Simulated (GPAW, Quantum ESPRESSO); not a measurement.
Consider BN (P6_3/mmc).

```xyz
4
Lattice="2.4982 0.0000 0.0000 -1.2491 2.1635 0.0000 0.0000 0.0000 6.6357" Properties=species:S:1:pos:R:3 pbc="T T T"
N     1.2491    0.7212    1.6589
N     0.0000    1.4424    4.9768
B     1.2491    0.7212    4.9768
B     0.0000    1.4424    1.6589
```

Absorber: atom 1, with 3 B at 1.44 Å (trigonal planar, site symmetry -6m2). Method: Quantum ESPRESSO XSpectra, PBE, full core hole (charged cell), 28-atom cell with 6.6 Å between holes, 4×4×4 k points, dipole transitions, Lorentzian half width 0.3 eV up to 4 eV, rising linearly to 2.5 eV at 25 eV (counted from xe0, 1.7 eV below the zero used here).

The database entry behind the starting cell differs from later determinations by our own check (about 0.3 % short, minor phase), so it need not match the best structure at ambient conditions.

Question: Where do the maxima of the N K edge fall?

Main maxima up to 24 eV above the zero (height): 0.8 eV (0.87), 2.0 eV (0.78), 6.5 eV (1.91) and 14.0 eV (1.05). A K edge sees empty p states; at this planar three-fold site the curve for the electric vector normal to the plane peaks at 0.8 eV, where it is mainly π* that absorbs: that direction carries over 70 % of the weight there. The total-energy difference plus the lowest empty eigenvalue puts the zero at 407.21 eV. One term is added: -7.82 eV, since the hole is spin-paired here and a spin-polarised one costs that much less in the free atom (computed apart). The photon energy is then 399.39 eV. The functional and the charged cell's background leave an error of a few eV in such absolute values.

The N K spectrum (energy from the lowest empty level; intensity scaled to a mean of 1 over the first 20 eV; the points at xe0, where the cut of filled states can leave a spike, are interpolated; polarised curves are means over the symmetry-equivalent atoms):

| E (eV) | isotropic | ε ⊥ c | ε ∥ c |
| --- | --- | --- | --- |
| -2.0 | 0.05 | 0.02 | 0.09 |
| -1.4 | 0.07 | 0.03 | 0.15 |
| -0.8 | 0.12 | 0.03 | 0.30 |
| -0.2 | 0.39 | 0.04 | 1.11 |
| 0.4 | 0.77 | 0.04 | 2.21 |
| 1.0 | 0.80 | 0.06 | 2.29 |
| 1.6 | 0.64 | 0.08 | 1.74 |
| 2.2 | 0.72 | 0.13 | 1.88 |
| 2.8 | 0.57 | 0.25 | 1.23 |
| 3.4 | 0.72 | 0.43 | 1.30 |
| 4.0 | 0.79 | 0.64 | 1.10 |
| 4.6 | 0.92 | 1.04 | 0.69 |
| 5.2 | 1.29 | 1.63 | 0.60 |
| 5.8 | 1.63 | 2.20 | 0.50 |
| 6.4 | 1.90 | 2.63 | 0.43 |
| 7.0 | 1.87 | 2.58 | 0.44 |
| 7.6 | 1.76 | 2.40 | 0.48 |
| 8.2 | 1.57 | 2.11 | 0.50 |
| 8.8 | 1.32 | 1.74 | 0.47 |
| 9.4 | 1.10 | 1.44 | 0.44 |
| 10.0 | 0.99 | 1.30 | 0.39 |
| 10.6 | 0.98 | 1.29 | 0.35 |
| 11.2 | 0.97 | 1.30 | 0.33 |
| 11.8 | 0.97 | 1.29 | 0.33 |
| 12.4 | 0.99 | 1.31 | 0.34 |
| 13.0 | 1.02 | 1.34 | 0.39 |
| 13.6 | 1.05 | 1.34 | 0.46 |
| 14.2 | 1.05 | 1.30 | 0.55 |
| 14.8 | 1.03 | 1.24 | 0.60 |
| 15.4 | 0.96 | 1.13 | 0.64 |
| 16.0 | 0.87 | 0.98 | 0.66 |
| 16.6 | 0.78 | 0.83 | 0.69 |
| 17.2 | 0.71 | 0.71 | 0.73 |
| 17.8 | 0.66 | 0.61 | 0.74 |
| 18.4 | 0.61 | 0.55 | 0.73 |
| 19.0 | 0.56 | 0.50 | 0.69 |
| 19.6 | 0.52 | 0.47 | 0.62 |
| 20.2 | 0.49 | 0.45 | 0.56 |
| 20.8 | 0.46 | 0.44 | 0.51 |
| 21.4 | 0.45 | 0.43 | 0.48 |
| 22.0 | 0.43 | 0.43 | 0.45 |
| 22.6 | 0.43 | 0.42 | 0.43 |
| 23.2 | 0.42 | 0.41 | 0.43 |
| 23.8 | 0.41 | 0.40 | 0.43 |
| 24.4 | 0.41 | 0.39 | 0.45 |
| 25.0 | 0.41 | 0.38 | 0.48 |
| 25.6 | 0.41 | 0.37 | 0.51 |
| 26.2 | 0.41 | 0.35 | 0.54 |
| 26.8 | 0.41 | 0.33 | 0.57 |
| 27.4 | 0.41 | 0.31 | 0.60 |
| 28.0 | 0.41 | 0.30 | 0.61 |
| 28.6 | 0.40 | 0.29 | 0.62 |
| 29.2 | 0.40 | 0.29 | 0.61 |
| 29.8 | 0.39 | 0.30 | 0.59 |
| 30.4 | 0.39 | 0.30 | 0.56 |
| 31.0 | 0.38 | 0.32 | 0.52 |
| 31.6 | 0.38 | 0.33 | 0.48 |

The structure is a published determination, not relaxed.

[Banner, clock and machine lines of the logs are left out without a mark of their own.]

[Logs are printed without paths, hosts, clocks, repeated set-up lines and the standing remarks that a program may print on its own settings, such as how far it seeks lower states.]

[Hosts, paths, dates, database ids (printed as entryN), source tags and the programs' standing remarks are cut or masked in the printed files.]

[Lists of maxima count a maximum above −3 eV only where it reaches 4 % of the highest in the window and stands out from its surroundings by 2 % of it (1.5 % where it reaches 55 %); shoulders and weaker maxima are passed over, and of the rest the first, up to two pre-edge ones and the few strongest are named.]
